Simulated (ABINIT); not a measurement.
# GaAs (F-43m) in ABINIT: notebook

The runs below take GaAs through band structure, with BLYP, AM05, r2SCAN, SCAN.

Program: ABINIT 10.8.3 (patched build). These are calculated values, not measurements. Logs are shortened: lines on timing, memory, paths and dates and some standing lists are left out, and cuts for length are marked. The log counts tension as positive stress, the text compression.

**The experiment to reproduce.**

“Evidence of valence band perturbations in GaAsN/GaAs(001): A combined variable-angle spectroscopic ellipsometry and modulated photoreflectance investigation”, 2008, arxiv:0805.2212 reports, for a bulk crystal of GaAs at 300 K: band gap 1.418 ± 0.005 eV (direct); band gap 1.412 ± 0.01 eV (direct).

The results are compared with them further down.

### Step 1. The crystal as given

It takes space group F-43m (No. 216, cubic). Conventional cell: a = 5.654 Å, b = 5.654 Å, c = 5.654 Å, α = 90.00°, β = 90.00°, γ = 90.00°. As (site symmetry -43m) is surrounded by 4 Ga at 2.45 Å. Around Ga (site symmetry -43m) lie 4 As at 2.45 Å.

### Step 2. Band structure, BLYP

run.abi

```
# Datasets: ground state, then fixed potential
ndtset 2

# Pseudopotentials
pp_dirpath "./"
pseudos "As.GGA_PBE-JTH.xml, Ga.GGA_PBE-JTH.xml"

# Structure
acell 3.9977696088 3.9977696088 3.9977696088 Angstrom
rprim
     0.0000000000     0.7071067812     0.7071067812
     0.7071067812     0.0000000000     0.7071067812
     0.7071067812     0.7071067812     0.0000000000
ntypat 2
znucl 33 31
natom 2
typat 1 2
xcart
     8.0129584431     8.0129584431     8.0129584431
     0.0000000000     0.0000000000     0.0000000000

# Plane-wave basis
ecut 544.227725 eV
pawecutdg 40.0
pawxcdev 0

# Exchange and correlation
ixc -106131

# Bands and occupations
occopt 3
tsmear 0.05 eV

# SCF cycle
nstep 100

# Output
iomode 3
prtwf 0
prteig 0
prtebands 0
enunit 1
prtden1 1
prtvha1 1
prtvclmb1 1
prtpot1 1

# Dataset 1
kptopt1 1
ngkpt1 8 8 8
nshiftk1 1
shiftk1 0.0 0.0 0.0
nband1 18
tolvrs1 1.0e-9

# Dataset 2: bands along G-X-W-K-G-L-U-W-L-K
iscf2 -2
getden2 1
nband2 24
nbdbuf2 4
tolwfr2 1.0e-11
kptopt2 -9
ndivsm2 8
prteig2 1
prtvol2 -3
kptbounds2
     0.0000000000     0.0000000000     0.0000000000
     0.5000000000     0.0000000000     0.5000000000
     0.5000000000     0.2500000000     0.7500000000
     0.3750000000     0.3750000000     0.7500000000
     0.0000000000     0.0000000000     0.0000000000
     0.5000000000     0.5000000000     0.5000000000
     0.6250000000     0.2500000000     0.6250000000
     0.5000000000     0.2500000000     0.7500000000
     0.5000000000     0.5000000000     0.5000000000
     0.3750000000     0.3750000000     0.7500000000
```

Potentials or basis: JTH PAW PBE v2.0.

Run with:

```console
$ abinit run.abi > log 2>&1
```

run.abo:

```text
.Version 10.8.3 of ABINIT
 DATASET    1 : space group F-4 3 m (#216); Bravais cF (face-center cubic)
================================================================================
 Values of the parameters that define the memory need for DATASET  1.
     intxc =       0    ionmov =       0      iscf =      17    lmnmax =      18
     lnmax =       6     mgfft =      32  mpssoang =       3    mqgrid =    3001
     natom =       2  nloc_mem =       2    nspden =       1   nspinor =       1
    nsppol =       1      nsym =      24    n1xccc =       1    ntypat =       2
    occopt =       3   xclevel =       2
       mpw =        1316          nfft =       32768          nkpt =          29
 PAW method is used; the additional fine FFT grid is defined by:
   mgfftf=        45    nfftf =     91125
================================================================================
================================================================================

 DATASET    2 : space group F-4 3 m (#216); Bravais cF (face-center cubic)
================================================================================
 Values of the parameters that define the memory need for DATASET  2.
     intxc =       0    ionmov =       0      iscf =      -2    lmnmax =      18
     lnmax =       6     mgfft =      32  mpssoang =       3    mqgrid =    3001
     natom =       2  nloc_mem =       2    nspden =       1   nspinor =       1
    nsppol =       1      nsym =      24    n1xccc =       1    ntypat =       2
    occopt =       3   xclevel =       2
       mpw =        1324          nfft =       32768          nkpt =         139
 PAW method is used; the additional fine FFT grid is defined by:
   mgfftf=        45    nfftf =     91125
================================================================================
================================================================================

--------------------------------------------------------------------------------
------------- Echo of variables that govern the present computation ------------
--------------------------------------------------------------------------------
 -outvars: echo values of preprocessed input variables --------
            acell      7.5546896751E+00  7.5546896751E+00  7.5546896751E+00 Bohr
              amu      7.49215900E+01  6.97230000E+01
             ecut      2.00000000E+01 Hartree
           enunit           1
           getden1          0
           getden2          1
             iscf1         17
             iscf2         -2
              ixc     -106131
           jdtset        1    2
           kptopt1          1
           kptopt2         -9
         kptrlatt        8    0    0      0    8    0      0    0    8
          kptrlen1     6.04375174E+01
          kptrlen2     3.00000000E+01
            natom           2
            nband1         18
            nband2         24
           nbdbuf1          0
           nbdbuf2          4
           ndtset           2
           ndivsm1          0
           ndivsm2          8
            ngfft          32      32      32
          ngfftdg          45      45      45
             nkpt1         29
             nkpt2        139
            nstep         100
             nsym          24
           ntypat           2
[... 263 lines left out ...]

 getcut: wavevector=  0.0000  0.0000  0.0000  ngfft=  45  45  45
         ecut(hartree)=     40.000   => boxcut(ratio)=   2.04570
--------------------------------------------------------------------------------

================================================================================
 Non-SCF case, kpt    1 (  0.00000  0.00000  0.00000), residuals and eigenvalues=
  3.07E-12  5.58E-12  5.74E-12  4.22E-12  6.29E-12  4.87E-12  5.37E-12  3.50E-12
  3.59E-12  4.47E-12  4.90E-12  4.70E-12  3.68E-12  5.01E-12  6.46E-12  3.99E-12
  8.08E-12  4.55E-12  1.05E-12  4.16E-12  5.87E-12  5.07E-12  5.42E-12  3.42E-12
 -1.1144E+00 -1.1144E+00 -1.1144E+00 -1.1141E+00 -1.1141E+00 -3.7160E-01
 -3.7160E-01 -3.7160E-01 -3.6867E-01 -3.6867E-01 -2.9192E-01  1.7652E-01
  1.7652E-01  1.7652E-01  1.8943E-01  3.1542E-01  3.1542E-01  3.1542E-01
  4.6326E-01  5.5634E-01  5.5634E-01  6.0932E-01  6.0932E-01  6.0932E-01
 Non-SCF case, kpt    2 (  0.02174  0.00000  0.02174), residuals and eigenvalues=
  7.14E-12  8.04E-12  4.13E-12  3.18E-12  9.42E-12  9.29E-12  5.58E-12  6.70E-12
  5.18E-12  4.67E-12  2.42E-12  3.53E-12  7.31E-12  4.47E-12  7.04E-12  4.24E-12
[... 1087 lines left out ...]
  5.91E-12  8.20E-12  2.26E-12  3.27E-12  8.58E-12  4.61E-12  5.47E-12  7.65E-12
  2.46E-12  4.06E-12  2.84E-12  5.62E-12  8.76E-12  5.31E-12  1.45E-09  4.38E-09
 -1.1145E+00 -1.1144E+00 -1.1144E+00 -1.1141E+00 -1.1141E+00 -3.7520E-01
 -3.7036E-01 -3.7012E-01 -3.6912E-01 -3.6848E-01 -2.0432E-01 -6.6470E-02
  3.6841E-02  9.7201E-02  2.5485E-01  3.6022E-01  4.5998E-01  4.6476E-01
  4.9540E-01  5.6603E-01  7.0439E-01  7.4292E-01  7.8697E-01  7.9371E-01
 Non-SCF case, kpt  139 (  0.37500  0.37500  0.75000), residuals and eigenvalues=
  8.24E-12  9.28E-12  9.27E-12  4.10E-12  7.61E-12  3.10E-12  2.94E-12  3.09E-12
  8.85E-12  4.84E-12  7.20E-12  3.00E-12  7.46E-12  7.70E-12  9.31E-12  9.56E-12
  2.97E-12  7.47E-12  1.37E-12  4.31E-12  7.41E-12  1.71E-11  3.30E-09  3.14E-09
 -1.1145E+00 -1.1144E+00 -1.1144E+00 -1.1141E+00 -1.1141E+00 -3.7525E-01
 -3.7031E-01 -3.7008E-01 -3.6917E-01 -3.6846E-01 -2.0321E-01 -6.7764E-02
  3.8094E-02  9.4903E-02  2.5277E-01  3.4902E-01  4.6935E-01  4.7305E-01
  4.9883E-01  5.7175E-01  7.0327E-01  7.5622E-01  7.8319E-01  7.9122E-01

--- !ResultsGS
iteration_state: {dtset: 2, }
comment   : Summary of ground state results
lattice_vectors:
- [  0.0000000,   5.3419723,   5.3419723, ]
- [  5.3419723,   0.0000000,   5.3419723, ]
- [  5.3419723,   5.3419723,   0.0000000, ]
lattice_lengths: [   7.55469,    7.55469,    7.55469, ]
lattice_angles: [ 60.000,  60.000,  60.000, ] # degrees, (23, 13, 12)
lattice_volume:   3.0488418E+02
convergence: {deltae:  0.000E+00, res2:  0.000E+00, residm:  9.999E-12, diffor:  0.000E+00, }
etotal    :  -1.92891338E+02
entropy   :   0.00000000E+00
fermie    :   1.84080481E-01
cartesian_stress_tensor: null
pressure_GPa: null
xred      :
- [  7.5000E-01,   7.5000E-01,   7.5000E-01, As]
- [ -5.2390E-10,  -5.2390E-10,  -5.2390E-10, Ga]
cartesian_forces: null
force_length_stats: {min: null, max: null, mean: null, }
...

 Integrated electronic density in atomic spheres:
 ------------------------------------------------
 Atom  Sphere_radius  Integrated_density
    1        2.10392         12.74189767
    2        2.10359         11.11693287

================================================================================

 ----iterations are completed or convergence reached----

 Mean square residual over all n,k,spin=   53.263E-13; max=  99.985E-13
 reduced coordinates (array xred) for    2 atoms
       0.749999999476      0.749999999476      0.749999999476
      -0.000000000524     -0.000000000524     -0.000000000524

 cartesian coordinates (angstrom) at end:
    1      4.24027499712465     4.24027499712465     4.24027499712465
    2     -0.00000000296197    -0.00000000296197    -0.00000000296197
 length scales=  7.554689675109  7.554689675109  7.554689675109 bohr
              =  3.997769608800  3.997769608800  3.997769608800 angstroms
 Eigenvalues (   eV  ) for nkpt= 139  k points:
 kpt#   1, nband= 24, wtk=  1.00000, kpt=  0.0000  0.0000  0.0000 (reduced coord)
 -30.32572  -30.32572  -30.32572  -30.31643  -30.31643  -10.11185  -10.11185  -10.11185
 -10.03206  -10.03206   -7.94342    4.80334    4.80334    4.80334    5.15475    8.58298
   8.58298    8.58298   12.60608   15.13885   15.13885   16.58042   16.58042   16.58042
 kpt#   2, nband= 24, wtk=  1.00000, kpt=  0.0217  0.0000  0.0217 (reduced coord)
 -30.32572  -30.32571  -30.32571  -30.31643  -30.31642  -10.11257  -10.11165  -10.11165
 -10.03214  -10.03201   -7.93604    4.55127    4.77856    4.77856    5.40522    8.55694
   8.61693    8.61693   12.64985   14.98776   15.14657   16.59661   16.59661   16.70454
 kpt#   3, nband= 24, wtk=  1.00000, kpt=  0.0435  0.0000  0.0435 (reduced coord)
 -30.32573  -30.32568  -30.32568  -30.31644  -30.31641  -10.11464  -10.11100  -10.11100
 -10.03238  -10.03185   -7.91396    4.17977    4.70701    4.70701    5.77109    8.48268
   8.71595    8.71595   12.77711   14.64204   15.16975   16.64518   16.64518   16.97079
 kpt#   4, nband= 24, wtk=  1.00000, kpt=  0.0652  0.0000  0.0652 (reduced coord)
 -30.32576  -30.32564  -30.32564  -30.31645  -30.31639  -10.11799  -10.10995  -10.10995
 -10.03279  -10.03158   -7.87730    3.79801    4.59597    4.59597    6.14035    8.37040
   8.87266    8.87266   12.97647   14.23073   15.20836   16.72620   16.72620   17.25862
 kpt#   5, nband= 24, wtk=  1.00000, kpt=  0.0870  0.0000  0.0870 (reduced coord)
[... 525 lines left out ...]
 -10.04153  -10.02794   -5.67140   -1.72549    1.07866    2.80274    7.07455   10.27785
  11.85528   12.04655   13.68771   15.32958   18.54561   19.49222   21.09659   22.18155
 kpt# 137, nband= 24, wtk=  1.00000, kpt=  0.3929  0.3929  0.7143 (reduced coord)
 -30.32583  -30.32451  -30.32425  -30.31656  -30.31585  -10.20782  -10.07937  -10.07282
 -10.04300  -10.02745   -5.60908   -1.76560    1.01466    2.71884    7.00164   10.08156
  12.15490   12.36516   13.55423   15.33169   18.98671   19.77421   21.31117   21.86905
 kpt# 138, nband= 24, wtk=  1.00000, kpt=  0.3839  0.3839  0.7321 (reduced coord)
 -30.32591  -30.32444  -30.32420  -30.31660  -30.31581  -10.20963  -10.07793  -10.07136
 -10.04436  -10.02687   -5.55994   -1.80873    1.00249    2.64499    6.93483    9.80205
  12.51665   12.64669   13.48045   15.40257   19.16747   20.21578   21.41441   21.59786
 kpt# 139, nband= 24, wtk=  1.00000, kpt=  0.3750  0.3750  0.7500 (reduced coord)
 -30.32599  -30.32438  -30.32416  -30.31664  -30.31577  -10.21112  -10.07665  -10.07026
 -10.04560  -10.02622   -5.52955   -1.84396    1.03659    2.58243    6.87810    9.49723
  12.77164   12.87233   13.57378   15.55805   19.13692   20.57786   21.31176   21.53016

== END DATASET(S) ==============================================================
================================================================================

 -outvars: echo values of variables after computation  --------
            acell      7.5546896751E+00  7.5546896751E+00  7.5546896751E+00 Bohr
           etotal1    -1.9289133842E+02
            fcart1     7.8758516997E-31  7.8758516997E-31 -2.3627555099E-30
                      -7.8758516997E-31 -7.8758516997E-31  2.3627555099E-30
            rprim      0.0000000000E+00  7.0710678120E-01  7.0710678120E-01
                       7.0710678120E-01  0.0000000000E+00  7.0710678120E-01
                       7.0710678120E-01  7.0710678120E-01  0.0000000000E+00
           strten1    -2.3112854573E-04 -2.3112854573E-04 -2.3112854573E-04
                       0.0000000000E+00  0.0000000000E+00  0.0000000000E+00
           xangst      4.2402749971E+00  4.2402749971E+00  4.2402749971E+00
                      -2.9619748803E-09 -2.9619748803E-09 -2.9619748803E-09
             xred      7.4999999948E-01  7.4999999948E-01  7.4999999948E-01
                      -5.2390025651E-10 -5.2390025651E-10 -5.2390025651E-10
 Calculation completed.
```

Run time: 85 s. Hardware: 1 thread of Arm Neoverse V2, shared host; peak memory 0.17 GiB.

What came out:

```yaml
Free_energy: -5248.8407 eV
Pressure: 6.8 GPa
Band_gap_on_the_k_mesh: 0.35 eV, direct
Band_gap_along_the_path: 0.35 eV, direct
Valence_electrons_inside_the_program's_atomic_spheres: As 12.74; Ga 11.12
```

Levels at the corners of the path, in eV from the valence-band top:
```csv
point,band 12,band 13,band 14,band 15,band 16,band 17
Γ,0.00,0.00,0.00,0.35,3.78,3.78
X,-6.83,-2.63,-2.63,1.64,1.75,10.10
W,-6.65,-3.45,-3.26,4.56,4.88,5.44
K,-6.65,-3.77,-2.22,2.07,4.69,7.97
Γ,0.00,0.00,0.00,0.35,3.78,3.78
L,-6.61,-1.13,-1.13,0.98,4.73,4.73
U,-6.65,-3.77,-2.22,2.07,4.69,7.97
W,-6.65,-3.45,-3.26,4.56,4.88,5.44
L,-6.61,-1.13,-1.13,0.98,4.73,4.73
K,-6.65,-3.77,-2.22,2.07,4.69,7.97
```

Caveat: the PAW data sets were made with another functional, which shifts forces and pressure a little.

### Step 3. Band structure, AM05

run.abi, as its differences from that of step 2:

```diff
@@ -27,3 +27,3 @@
 # Exchange and correlation
-ixc -106131
+ixc -120135
```

Potentials or basis: JTH PAW PBE v2.0.

Run with:

```console
$ abinit run.abi > log 2>&1
```

Wall time 88 s (1 thread of Arm Neoverse V2, shared host); peak memory 0.17 GiB.

The run converged. Its results:

| Item | Value |
| --- | --- |
| Free energy | -5249.7179 eV |
| Pressure | 0.6 GPa |
| Band gap on the k mesh | 0.50 eV, direct |
| Band gap along the path | 0.50 eV, direct |
| Valence electrons inside the program's atomic spheres | As 12.70; Ga 11.09 |

Levels at the corners of the path, in eV from the valence-band top:
```
point  band 12  band 13  band 14  band 15  band 16  band 17
    Γ     0.00     0.00     0.00     0.50     3.71     3.71
    X    -6.82    -2.68    -2.68     1.46     1.65    10.15
    W    -6.63    -3.54    -3.35     4.61     4.72     5.39
    K    -6.63    -3.86    -2.26     1.95     4.63     7.94
    Γ     0.00     0.00     0.00     0.50     3.71     3.71
    L    -6.64    -1.14    -1.14     0.99     4.62     4.62
    U    -6.63    -3.86    -2.26     1.95     4.63     7.94
    W    -6.63    -3.54    -3.35     4.61     4.72     5.39
    L    -6.64    -1.14    -1.14     0.99     4.62     4.62
    K    -6.63    -3.86    -2.26     1.95     4.63     7.94
```

Caveat: the PAW data sets were made with another functional, which shifts forces and pressure a little.

### Step 4. Band structure, r2SCAN

run.abi, as its differences from that of step 3:

```diff
@@ -24,6 +24,7 @@
 pawecutdg 40.0
-pawxcdev 0
 
 # Exchange and correlation
-ixc -120135
+ixc -497498
+usekden 1
+pawxcdev 0
 
@@ -43,2 +44,3 @@
 prtden1 1
+prtkden1 1
 prtvha1 1
@@ -53,3 +55,3 @@
 nband1 18
-tolvrs1 1.0e-9
+tolvrs1 1.0e-7
 
@@ -58,2 +60,3 @@
 getden2 1
+getkden2 1
 nband2 24
```

Run with:

```console
$ abinit run.abi > log 2>&1
```

It took 4.8 min on 1 thread of Arm Neoverse V2, shared host; peak memory 0.18 GiB.

It converged, with:

* Free energy: -4859.9685 eV
* Pressure: 0.5 GPa
* Band gap on the k mesh: 1.01 eV, direct
* Band gap along the path: 1.01 eV, direct
* Valence electrons inside the program's atomic spheres: As 12.71; Ga 11.08

Levels at the corners of the path, in eV from the valence-band top:
| point | band 10 | band 11 | band 12 | band 13 | band 14 | band 15 | band 16 | band 17 | band 18 | band 19 |
| --- | --- | --- | --- | --- | --- | --- | --- | --- | --- | --- |
| Γ | -15.11 | -13.21 | 0.00 | 0.00 | 0.00 | 1.01 | 4.05 | 4.05 | 4.05 | 8.25 |
| X | -15.10 | -10.58 | -6.99 | -2.78 | -2.78 | 1.76 | 1.96 | 10.88 | 10.88 | 11.78 |
| W | -15.11 | -10.52 | -6.79 | -3.64 | -3.43 | 5.03 | 5.07 | 5.92 | 6.49 | 11.84 |
| K | -15.10 | -10.62 | -6.79 | -3.97 | -2.34 | 2.28 | 5.03 | 8.56 | 8.61 | 9.27 |
| Γ | -15.11 | -13.21 | 0.00 | 0.00 | 0.00 | 1.01 | 4.05 | 4.05 | 4.05 | 8.25 |
| L | -15.11 | -11.35 | -6.81 | -1.18 | -1.18 | 1.37 | 5.00 | 5.00 | 8.30 | 11.16 |
| U | -15.10 | -10.62 | -6.79 | -3.97 | -2.34 | 2.28 | 5.03 | 8.56 | 8.61 | 9.27 |
| W | -15.11 | -10.52 | -6.79 | -3.64 | -3.43 | 5.03 | 5.07 | 5.92 | 6.49 | 11.84 |
| L | -15.11 | -11.35 | -6.81 | -1.18 | -1.18 | 1.37 | 5.00 | 5.00 | 8.30 | 11.16 |
| K | -15.10 | -10.62 | -6.79 | -3.97 | -2.34 | 2.28 | 5.03 | 8.56 | 8.61 | 9.27 |

Caveat: totals of a meta-GGA on PAW files have another zero than those of a GGA; the PAW data sets were made with another functional, which shifts forces and pressure a little.

(Part 1 of 2 ends here.)
